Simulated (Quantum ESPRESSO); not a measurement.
## Zn under changes of volume

One of the cells (15.330 Å³/atom); the others are scaled copies at fixed shape and fractional positions:

```
Zn
1.0
     2.67000    0.00000    0.00000
    -1.33500    2.31229    0.00000
     0.00000    0.00000    4.96600
Zn
2
Direct
  0.66667 0.33333 0.75000
  0.33333 0.66667 0.25000
```

| Item | Value |
| --- | --- |
| Program | Quantum ESPRESSO 7.5 |
| Functional | PBE |
| Potentials or basis | SSSP 1.3 efficiency PBE |
| Cutoff | 748 eV |
| Density cutoff | 5987 eV |
| k mesh | 11 × 11 × 6 |
| Occupations | fermi-dirac, width 0.05 eV |
| Spin | no spin polarisation |

```tsv
volume (Å³/atom)	energy over the lowest point (meV/atom)	pressure (GPa)
14.410	10.77	4.4
14.716	3.82	2.5
15.023	0.36	0.8
15.330	0.00	-0.8
15.636	2.38	-2.1
15.943	7.16	-3.3
16.249	?	?
```

Problem. What does the run at 16.249 Å³/atom give?

Solution. Energy over the lowest point 14.06 meV/atom; pressure -4.3 GPa.

Worked out: A Birch-Murnaghan fit of order 3 (a polynomial in V^(-2/3)) to the other rows has its minimum at 15.21 Å³/atom with B0 = V·E''(V) = 74 GPa and B' = 5.3 at fixed shape and positions, which overstates the stiffness. It gives 14.05 meV/atom at 16.249 Å³/atom, against the run's 14.06, and -dE/dV = -4.1 GPa, against -4.3.

Energies are extrapolated to zero smearing.
